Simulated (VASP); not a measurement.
Here is a VASP 6.6.1 calculation.

Contents of POSCAR:

```
Si
1.0
    0.0000000000      2.7218511865      2.7218511865
    2.7218511865      0.0000000000      2.7218511865
    2.7218511865      2.7218511865      0.0000000000
Si
2
Direct
    0.5000000000      0.5000000000      0.5000000000
    0.7500000000      0.7500000000      0.7500000000
```

INCAR.step1

```
PREC = Accurate
ENCUT = 520
EDIFF = 1E-8
ISMEAR = -1
SIGMA = 0.05
LREAL = F
LASPH = T
NELM = 60
ALGO = Normal
ISIF = 2
LWAVE = F
LCHARG = F
GGA = PE
LEPSILON = T
```

KPOINTS.step1

```
Automatic mesh
0
G
  8 8 8
  0 0 0
```

File INCAR.step2:

```
PREC = Accurate
ENCUT = 520
EDIFF = 1E-5
ISMEAR = -1
SIGMA = 0.05
LREAL = F
LASPH = T
NELM = 60
ALGO = Normal
ISIF = 2
LWAVE = T
LCHARG = F
GGA = PE
```

The input KPOINTS.step2:

```
Automatic mesh
0
Gamma
  4 4 4
```

The input INCAR.step3:

```
PREC = Accurate
ENCUT = 520
EDIFF = 1E-7
ISMEAR = -1
SIGMA = 0.05
LREAL = F
LASPH = T
NELM = 60
ALGO = Normal
ISIF = 2
LWAVE = F
LCHARG = F
GGA = PE
LHFCALC = T
AEXX = 0.0711
PRECFOCK = Normal
ISTART = 1
```

File KPOINTS.step3:

```
Automatic mesh
0
Gamma
  4 4 4
```

The input KPOINTS_OPT:

```
path GXWKGLUWLK,UX
10
line-mode
reciprocal
 0.0000000000  0.0000000000  0.0000000000  G
 0.5000000000  0.0000000000  0.5000000000  X

 0.5000000000  0.0000000000  0.5000000000  X
 0.5000000000  0.2500000000  0.7500000000  W

 0.5000000000  0.2500000000  0.7500000000  W
 0.3750000000  0.3750000000  0.7500000000  K

 0.3750000000  0.3750000000  0.7500000000  K
 0.0000000000  0.0000000000  0.0000000000  G

 0.0000000000  0.0000000000  0.0000000000  G
 0.5000000000  0.5000000000  0.5000000000  L

 0.5000000000  0.5000000000  0.5000000000  L
 0.6250000000  0.2500000000  0.6250000000  U

 0.6250000000  0.2500000000  0.6250000000  U
 0.5000000000  0.2500000000  0.7500000000  W

 0.5000000000  0.2500000000  0.7500000000  W
 0.5000000000  0.5000000000  0.5000000000  L

 0.5000000000  0.5000000000  0.5000000000  L
 0.3750000000  0.3750000000  0.7500000000  K

 0.6250000000  0.2500000000  0.6250000000  U
 0.5000000000  0.0000000000  0.5000000000  X
```

Potentials or basis: VASP PAW PBE potentials, release 64 (Si).

Run with:

```sh
$ cat potpaw_PBE.64/Si/POTCAR > POTCAR
$ cp INCAR.step1 INCAR
$ cp KPOINTS.step1 KPOINTS
$ mpirun -np 1 vasp_std > vasp.out
$ cp INCAR.step2 INCAR
$ cp KPOINTS.step2 KPOINTS
$ mpirun -np 1 vasp_std > vasp.out
$ cp INCAR.step3 INCAR
$ cp KPOINTS.step3 KPOINTS
$ mpirun -np 1 vasp_std > vasp.out
```

What does it give for the band gap on the k mesh?

1.09 eV, indirect (least direct gap 2.98 eV).

Estimate the pressure.

1.3 GPa.

Levels at the corners of the path, in eV from the valence-band top:
| point | band 2 | band 3 | band 4 | band 5 | band 6 | band 7 |
| --- | --- | --- | --- | --- | --- | --- |
| Γ | 0.00 | 0.00 | 0.00 | 2.98 | 2.98 | 2.98 |
| X | -8.05 | -2.93 | -2.93 | 1.09 | 1.09 | 10.66 |
| X | -8.05 | -2.93 | -2.93 | 1.09 | 1.09 | 10.66 |
| W | -7.88 | -3.93 | -3.93 | 4.70 | 4.70 | 5.46 |
| W | -7.88 | -3.93 | -3.93 | 4.70 | 4.70 | 5.46 |
| K | -7.33 | -4.29 | -2.38 | 1.59 | 4.56 | 7.98 |
| K | -7.33 | -4.29 | -2.38 | 1.59 | 4.56 | 7.98 |
| Γ | 0.00 | 0.00 | 0.00 | 2.98 | 2.98 | 2.98 |
| Γ | 0.00 | 0.00 | 0.00 | 2.98 | 2.98 | 2.98 |
| L | -7.17 | -1.23 | -1.23 | 1.93 | 3.77 | 3.77 |
| L | -7.17 | -1.23 | -1.23 | 1.93 | 3.77 | 3.77 |
| U | -7.33 | -4.29 | -2.38 | 1.59 | 4.56 | 7.98 |
| U | -7.33 | -4.29 | -2.38 | 1.59 | 4.56 | 7.98 |
| W | -7.88 | -3.93 | -3.93 | 4.70 | 4.70 | 5.46 |
| W | -7.88 | -3.93 | -3.93 | 4.70 | 4.70 | 5.46 |
| L | -7.17 | -1.23 | -1.23 | 1.93 | 3.77 | 3.77 |
| L | -7.17 | -1.23 | -1.23 | 1.93 | 3.77 | 3.77 |
| K | -7.33 | -4.29 | -2.38 | 1.59 | 4.56 | 7.98 |
| U | -7.33 | -4.29 | -2.38 | 1.59 | 4.56 | 7.98 |
| X | -8.05 | -2.93 | -2.93 | 1.09 | 1.09 | 10.66 |

Caveat: the k mesh is coarse (spacing up to 0.50 Å⁻¹), so the values aren't converged, least of all with exact exchange; an unscreened hybrid on a path of extra k points without a Coulomb cutoff has errors near the mesh points, so the bands along the path aren't reliable; the PAW data sets were made with another functional, which shifts forces and pressure a little. A k mesh can miss the band edges.
